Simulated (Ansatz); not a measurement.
# AlP: the cost of one run

Computed with Ansatz 0.2.0 (DFT PBEsol, scalar-relativistic, plane waves, PAW, unless a step's input says otherwise).

The COD entry's cell or inner coordinates are ideal or old and differ from later refinements, so a difference from it is no clean test against experiment.

1 further run of the same task is left out (set aside as unsound or not needed).

### 1 The system as given

It takes space group F-43m (No. 216, cubic). Conventional cell: a = 5.470 Å, b = 5.470 Å, c = 5.470 Å, α = 90.00°, β = 90.00°, γ = 90.00°. Al (site symmetry -43m) is surrounded by 4 P at 2.37 Å. P (site symmetry -43m) has 4 Al at 2.37 Å as nearest neighbours.

As a file:

```
CELL_PARAMETERS angstrom
0.00000 2.73517 2.73517
2.73517 0.00000 2.73517
2.73517 2.73517 0.00000
ATOMIC_POSITIONS crystal
Al 0.00000 0.00000 0.00000
P 0.75000 0.75000 0.75000
```

This cell was relaxed beforehand with the same method: volume 20.46 Å³/atom, gap on the mesh 1.45 eV.

### 2 The cell under 4 GPa

At a set pressure the run lowers the enthalpy E + PV, so the energy alone may rise along the way.

input.yaml

```yaml
crystal:
  lattice:
    - [0.0, 2.7351727453, 2.7351727453]
    - [2.7351727453, 0.0, 2.7351727453]
    - [2.7351727453, 2.7351727453, 0.0]
  atoms:
    - { symbol: Al, position: [0.0, 0.0, 0.0] }
    - { symbol: P, position: [0.75, 0.75, 0.75] }
basis:
  ecutwfc: 420
kpoints:
  mp_grid: { grid: [8, 8, 8] }
hamiltonian:
  xc: pbesol
scf:
  occupations: { method: fixed }
output:
  forces: true
  stress: true
  eigenvalues: true
relax:
  adjacent_minimum: "off"
  f_tol: 0.001
  max_steps: 60
  cell: { stress_tol: 0.02, p_target: 4.0 }
```

The run is started by

```console
$ ansatz run input.yaml --threads 1 --pin off --max-ram 3072MiB --backend cpu --events-out ev --progress --plain --runs-dir out
```

**Question.** How long does this run take on 1 thread of Arm Neoverse V2, shared host, and how much memory does it need?

About 6.3 s, with a peak of 0.28 GiB.
